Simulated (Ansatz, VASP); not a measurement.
# Two plane-wave programs on CuO (Tenorite)

Contents of INCAR:

```
SYSTEM = CuO
  PREC = Accurate
  ENCUT = 520
  EDIFF = 1E-6
  ISMEAR = -1
  SIGMA = 0.05
  LREAL = .FALSE.
  LASPH = .TRUE.
  NELM = 60
  ALGO = Normal
  ISIF = 2
  LWAVE = .FALSE.
  LCHARG = .TRUE.
  GGA = PS
  IVDW = 13
  LELF = .TRUE.
  LVHAR = .TRUE.
  NBANDS = 25
```

File KPOINTS:

```
regular mesh
0
G
  10 10 5
  0 0 0
```

POSCAR

```
CuO
1.0
    2.3261324123     -1.6998144190      0.0000000000
    2.3261324123      1.6998144190      0.0000000000
   -0.8443223728      0.0000000000      5.0239229397
Cu O
2 2
Direct
    0.5000000000      0.0000000000      0.5000000000
    0.0000000000      0.5000000000      0.0000000000
    0.4184000000      0.5816000000      0.7500000000
    0.5816000000      0.4184000000      0.2500000000
```

File input.yaml:

```yaml
crystal:
  lattice:
    - [2.3261324123, -1.699814419, 0.0]
    - [2.3261324123, 1.699814419, 0.0]
    - [-0.8443223728, 0.0, 5.0239229397]
  atoms:
    - { symbol: Cu, position: [0.5, 0.0, 0.5] }
    - { symbol: Cu, position: [0.0, 0.5, 0.0] }
    - { symbol: O, position: [0.4184, 0.5816, 0.75] }
    - { symbol: O, position: [0.5816, 0.4184, 0.25] }
hamiltonian:
  xc: pbesol
  pseudopotentials: { kind: paw }
  dispersion: d4
kpoints:
  mp_grid: { grid: [10, 10, 5] }
scf:
  occupations: { method: fermi_dirac, width: 0.05 }
output:
  forces: true
  stress: true
  eigenvalues: true
```

Alike in both runs: task single point; functional PBEsol; dispersion D4; k mesh 10 × 10 × 5; occupations fermi-dirac, width 0.05 eV; no spin polarisation.

|  | VASP | Ansatz |
| --- | --- | --- |
| version | VASP 6.6.1 | Ansatz 0.2.0 |
| potentials or method | VASP PAW PBE potentials, release 64 (Cu, O) | Ansatz PAW |
| plane-wave cutoff (eV) | 520 | 420 |
| valence electrons in the cell | 34 | 50 |

|  | VASP | Ansatz | Ansatz less VASP |
| --- | --- | --- | --- |
| gap on the k mesh at the Fermi level (eV) | none | none | - |
| pressure (GPa) | -0.9 | -1.7 | -0.73 |
| largest component of the traceless stress (GPa) | 1.27 | 1.66 | +0.394 |
| rms of the force components (eV/Å) | 0.104 | 0.122 | +0.0175 |
| dispersion energy (meV/atom) | -184.5 | -184.6 | -0.09 |

Atom by atom the forces differ by 0.018 eV/Å (rms over components). A gap of «none» marks a metal or a gap that the smearing closes. With one functional, cell and mesh, what is left measures potentials, basis and numerics. The two sets of potentials don't hold the same shells in valence.

Caveats: the run has no spin polarisation, though such a crystal can be magnetic; semilocal functionals often make such compounds metallic where correlation or magnetic order opens a gap, which also shifts bond lengths; pairwise dispersion overbinds metals, which lowers pressure and volume; the PAW data sets were made with another functional, which shifts forces and pressure a little (VASP); the pressure holds a Pulay correction of +0.8 GPa for the finite cutoff (Ansatz); the PAW data sets come from PBE, with cores solved anew for the run's functional, which leaves a small shift of forces and pressure (Ansatz). With open d or f shells a metallic result of PBEsol can be an artefact of self-interaction; +U or a hybrid may open a gap.
